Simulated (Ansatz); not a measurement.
# Ag(111) with 4 layers of random Ag-Au, 2x2: scattering by chemical disorder, part 2 of 2

Aim: the residual resistivity of a random alloy, from Ag(111) with 4 layers of random Ag-Au, 2x2 and longer regions.

Ansatz 0.2.0; Ansatz plane-wave DFT, PBE, PAW files; ballistic transport by layer matching (Landauer), zero bias; PAW set soft_1.

So far. Step 3 (With 8 alloy layers): Over the solved energies the transmission per spin lies between 2.92 and 2.98, out of 3.30 channels of the lead on average (up to 3.33).

### Step 4. With 12 alloy layers

In 12 layers a share of 0.25 of the sites is given to Au at random. A fresh draw is used; the growth of the resistance with length is what counts.

System of this step: Ag(111) with 12 layers of random Ag-Au, 2x2. The cell holds 72 atoms: 60 Ag and 12 Au. Its edges and angles: a = 5.779 Å, b = 5.779 Å, c = 42.465 Å, α = 90.0°, β = 90.0°, γ = 120.0°. It derives from Ag. Regions: lead, 24 atoms (24 Ag); scattering region, 48 atoms (36 Ag and 12 Au). The structure is stacked along c, and the current runs across the ab planes.

The input, input.yaml:

```yaml
crystal:
  lattice:
    - [5.7787594586, 0.0, 0.0]
    - [-2.8893797293, 5.0045524935, 0.0]
    - [0.0, 0.0, 42.4650360593]
  atoms:
    - { symbol: Ag, position: [0.0, 0.0, 0.0277777778] }
    - { symbol: Ag, position: [0.0, 0.5, 0.0277777778] }
    - { symbol: Ag, position: [0.5, 0.0, 0.0277777778] }
    - { symbol: Ag, position: [0.5, 0.5, 0.0277777778] }
    - { symbol: Ag, position: [0.1666666667, 0.3333333333, 0.0833333333] }
    - { symbol: Ag, position: [0.1666666667, 0.8333333333, 0.0833333333] }
    - { symbol: Ag, position: [0.6666666667, 0.3333333333, 0.0833333333] }
    - { symbol: Ag, position: [0.6666666667, 0.8333333333, 0.0833333333] }
    - { symbol: Ag, position: [0.3333333333, 0.1666666667, 0.1388888889] }
    - { symbol: Ag, position: [0.3333333333, 0.6666666667, 0.1388888889] }
    - { symbol: Ag, position: [0.8333333333, 0.1666666667, 0.1388888889] }
    - { symbol: Ag, position: [0.8333333333, 0.6666666667, 0.1388888889] }
    - { symbol: Ag, position: [0.0, 0.0, 0.1944444444] }
    - { symbol: Ag, position: [0.0, 0.5, 0.1944444444] }
    - { symbol: Ag, position: [0.5, 0.0, 0.1944444444] }
    - { symbol: Ag, position: [0.5, 0.5, 0.1944444444] }
    - { symbol: Ag, position: [0.1666666667, 0.3333333333, 0.25] }
    - { symbol: Ag, position: [0.1666666667, 0.8333333333, 0.25] }
    - { symbol: Au, position: [0.6666666667, 0.3333333333, 0.25] }
    - { symbol: Ag, position: [0.6666666667, 0.8333333333, 0.25] }
    - { symbol: Au, position: [0.3333333333, 0.1666666667, 0.3055555556] }
    - { symbol: Au, position: [0.3333333333, 0.6666666667, 0.3055555556] }
    - { symbol: Ag, position: [0.8333333333, 0.1666666667, 0.3055555556] }
    - { symbol: Ag, position: [0.8333333333, 0.6666666667, 0.3055555556] }
    - { symbol: Ag, position: [0.0, 0.0, 0.3611111111] }
    - { symbol: Au, position: [0.0, 0.5, 0.3611111111] }
    - { symbol: Ag, position: [0.5, 0.0, 0.3611111111] }
    - { symbol: Ag, position: [0.5, 0.5, 0.3611111111] }
    - { symbol: Au, position: [0.1666666667, 0.3333333333, 0.4166666667] }
    - { symbol: Ag, position: [0.1666666667, 0.8333333333, 0.4166666667] }
    - { symbol: Au, position: [0.6666666667, 0.3333333333, 0.4166666667] }
    - { symbol: Ag, position: [0.6666666667, 0.8333333333, 0.4166666667] }
    - { symbol: Ag, position: [0.3333333333, 0.1666666667, 0.4722222222] }
    - { symbol: Ag, position: [0.3333333333, 0.6666666667, 0.4722222222] }
    - { symbol: Au, position: [0.8333333333, 0.1666666667, 0.4722222222] }
    - { symbol: Ag, position: [0.8333333333, 0.6666666667, 0.4722222222] }
    - { symbol: Ag, position: [0.0, 0.0, 0.5277777778] }
    - { symbol: Ag, position: [0.0, 0.5, 0.5277777778] }
    - { symbol: Ag, position: [0.5, 0.0, 0.5277777778] }
    - { symbol: Ag, position: [0.5, 0.5, 0.5277777778] }
    - { symbol: Ag, position: [0.1666666667, 0.3333333333, 0.5833333333] }
    - { symbol: Ag, position: [0.1666666667, 0.8333333333, 0.5833333333] }
    - { symbol: Ag, position: [0.6666666667, 0.3333333333, 0.5833333333] }
    - { symbol: Ag, position: [0.6666666667, 0.8333333333, 0.5833333333] }
    - { symbol: Au, position: [0.3333333333, 0.1666666667, 0.6388888889] }
    - { symbol: Ag, position: [0.3333333333, 0.6666666667, 0.6388888889] }
    - { symbol: Au, position: [0.8333333333, 0.1666666667, 0.6388888889] }
    - { symbol: Ag, position: [0.8333333333, 0.6666666667, 0.6388888889] }
    - { symbol: Ag, position: [0.0, 0.0, 0.6944444444] }
    - { symbol: Au, position: [0.0, 0.5, 0.6944444444] }
    - { symbol: Ag, position: [0.5, 0.0, 0.6944444444] }
    - { symbol: Au, position: [0.5, 0.5, 0.6944444444] }
    - { symbol: Ag, position: [0.1666666667, 0.3333333333, 0.75] }
    - { symbol: Ag, position: [0.1666666667, 0.8333333333, 0.75] }
    - { symbol: Ag, position: [0.6666666667, 0.3333333333, 0.75] }
    - { symbol: Au, position: [0.6666666667, 0.8333333333, 0.75] }
    - { symbol: Ag, position: [0.3333333333, 0.1666666667, 0.8055555556] }
    - { symbol: Ag, position: [0.3333333333, 0.6666666667, 0.8055555556] }
    - { symbol: Ag, position: [0.8333333333, 0.1666666667, 0.8055555556] }
    - { symbol: Ag, position: [0.8333333333, 0.6666666667, 0.8055555556] }
    - { symbol: Ag, position: [0.0, 0.0, 0.8611111111] }
    - { symbol: Ag, position: [0.0, 0.5, 0.8611111111] }
    - { symbol: Ag, position: [0.5, 0.0, 0.8611111111] }
    - { symbol: Ag, position: [0.5, 0.5, 0.8611111111] }
    - { symbol: Ag, position: [0.1666666667, 0.3333333333, 0.9166666667] }
    - { symbol: Ag, position: [0.1666666667, 0.8333333333, 0.9166666667] }
    - { symbol: Ag, position: [0.6666666667, 0.3333333333, 0.9166666667] }
    - { symbol: Ag, position: [0.6666666667, 0.8333333333, 0.9166666667] }
    - { symbol: Ag, position: [0.3333333333, 0.1666666667, 0.9722222222] }
    - { symbol: Ag, position: [0.3333333333, 0.6666666667, 0.9722222222] }
    - { symbol: Ag, position: [0.8333333333, 0.1666666667, 0.9722222222] }
    - { symbol: Ag, position: [0.8333333333, 0.6666666667, 0.9722222222] }
kpoints:
  mp_grid: { grid: [4, 4, 1] }
hamiltonian:
  xc: pbe
  pseudopotentials: { kind: paw, azcp: { folder: soft_1 } }
scf:
  occupations: { method: fermi_dirac, width: 0.1 }
output:
  transmission: { leads: [[0, 4]], kmesh: [8, 8], e_range: [-0.05, 0.05], de: 0.05 }
  write_potential: true
  write_density: true
  volumetric_format: npy
```

Command:

```bash
> ansatz run input.yaml --threads 4 --pin off --max-ram 15360MiB --backend cpu --events-out ev --progress --plain --runs-dir out
```

Numbers of over 12 decimals in the logs are rounded to 6 here.

What it wrote:

```text
[...]
Crystal: 72 atoms, lattice volume = 1228.093 Å³
Basis set: ecut = 420 eV, 24081 PW (Γ)
Bands: 821, of which v1, the nominal top of the filled ones, is band 684 counted from 1 (683 counted from 0)
Symmetry: 1 space group operations
[...]
k-points: 10 of 16 (time reversal used)
[...]
SCF iter   1: F=—  HF=-613343.455806 eV  |F-HF|=—  |Δ(HF+E_count)|=         —  Δρ=1.72e-1  dr2=2.80e3  ethr=3.10e-3  ⟨swp⟩=4.0  Hψ=24538  notcnv=0  defer=196
[...]
SCF iter  15: F=-613251.415397 eV  HF=-613251.415397 eV  |F-HF|=3.21e-8  |Δ(HF+E_count)|=   1.05e-8  Δρ=5.02e-7  dr2=3.47e-8  ethr=7.31e-12  ⟨swp⟩=10.5  Hψ=35100  notcnv=0
SCF 1 converged in 15 iterations: F = -613251.415397 eV  dr2 = 3.47e-8
[...]
transmission: 184 of 1802 steps passed
transmission: 364 of 1802 steps passed
[...]
transmission: 1802 of 1802 steps passed
SCF converged after 15 iterations
Free energy (F): -613251.415397 eV
[...]
Internal energy: -613250.566287 eV  (E = F + TS)
E sigma→0 (E₀):  -613250.990842 eV
Entropy (-TS):   -0.849110 eV (-11.793 meV/atom)
Fermi energy:    17.774151 eV
[...]
--- Band table (eV; the first three rows and the last of 10) ---
  k-point 0: bands = [... 680 lower, 17.9987, 18.3391, 18.3625, 18.3647, 18.3927, 18.3975, 18.4108, 18.6161, ... 133 higher]
  k-point 1: bands = [... 680 lower, 17.5893, 17.6182, 17.6378, 17.7276, 17.7476, 17.8018, 17.8514, 17.9057, ... 133 higher]
  k-point 2: bands = [... 680 lower, 17.4780, 17.4914, 17.5349, 17.5574, 17.7775, 17.7843, 17.8336, 17.8670, ... 133 higher]
  k-point 9: bands = [... 680 lower, 17.4581, 17.4865, 17.5248, 17.5620, 17.7801, 17.7953, 17.8055, 17.8378, ... 133 higher]
--- Transmission ---
  basis      : 253 plane waves across, 53 finite elements along
  points     : 34, standing for a mesh of 8 x 8
[...]
channels       : 3.234375e0 a spin
[...]
junction   : crystal 0 to crystal 0, 0.70 to 40.80 Å
    transmission   : 2.910895e0 a spin
[...]
```

Elapsed: 25 min, on 4 threads of Arm Neoverse V1, shared host; peak memory 8.1 GiB; 1.6 h of CPU time.

Numbers from this step:

```yaml
free_energy: -613251.4154 eV
energy_at_zero_smearing: -613250.9908 eV
fermi_energy: 17.77 eV
transmission_per_spin_nearest_the_fermi_level: 2.911
open_channels_per_spin_nearest_the_fermi_level: 3.234
step_of_the_lead_s_potential: 3.1 meV
```

Per spin. Transmission, zone mean against energy, zero at the Fermi level:

```csv
energy (eV),"transmission, zone mean"
-0.0500,2.88
0.0000,2.91
0.0500,2.93
```

Over the solved energies the transmission per spin lies between 2.88 and 2.93, out of 3.23 channels of the lead on average (up to 3.23).

### Step 5. The fit

This step: Ansatz plane-wave DFT, PBE, PAW files; ballistic transport by layer matching (Landauer), zero bias; residual resistivity from the slope of the area resistance, atoms on the host's lattice; PAW set soft_1 (Ansatz 0.2.0).

This step gave:

* resistivity: 4.185 µΩ cm
* intercept: 0.02552 fΩ m²
* scatter about the fit: 0.01943 fΩ m²

Resistance, by row:

```csv
run,length (Å),T,channels N,RA (fΩ m²)
n4,9.437,3.097,3.234,0.05128
n8,18.87,2.953,3.297,0.132
n12,28.31,2.906,3.234,0.1303
```

Table of area resistance by length of the alloy:

```csv
length of the alloy (Å),area resistance (fΩ m²)
9.44,0.0513
18.87,0.132
28.31,0.130
```

The area resistance goes from 0.051 to 0.13 fΩ m² between 9.4 and 28.3 Å, a slope of 4.2 µΩ cm.

By hand from the end points: (0.1303 − 0.05128) fΩ m² / (28.31 − 9.44) Å = 4.2 µΩ cm, since 1 fΩ m² per Å is 1000 µΩ cm.

### Step 6. Summary of results

- resistivity from the slope: 4.19 µΩ cm
- area resistance over 9.44 Å: 0.0513 fΩ m²
- area resistance over 18.9 Å: 0.132 fΩ m²
- area resistance over 28.3 Å: 0.130 fΩ m²

In words: The slope gives 4.2 µΩ cm. The points scatter by 0.019 fΩ m² about the line, with one random draw a length in a 2x2 cell, so the slope is a rough value. The lead's own channel count moves between the runs (3.23, 3.30 and 3.23), which shifts RA and the slope too. Read with a model of isotropic scattering on a spherical Fermi surface and the lead's 0.87×10¹⁵ S/m², this slope means a mean free path near 246 Å; over these lengths the model's slope is 1.19 times its bulk resistivity, which would be 3.5 µΩ cm. The atoms sit on the host's lattice, so scattering by size misfit is left out. Spin-orbit coupling is left out, which matters for Au.

[Logs are printed without paths, hosts, clocks, repeated set-up lines and the standing remarks that a program may print on its own settings, such as how far it seeks lower states.]

[Hosts, paths, dates, database ids (printed as entryN), source tags and the programs' standing remarks are cut or masked in the printed files.]
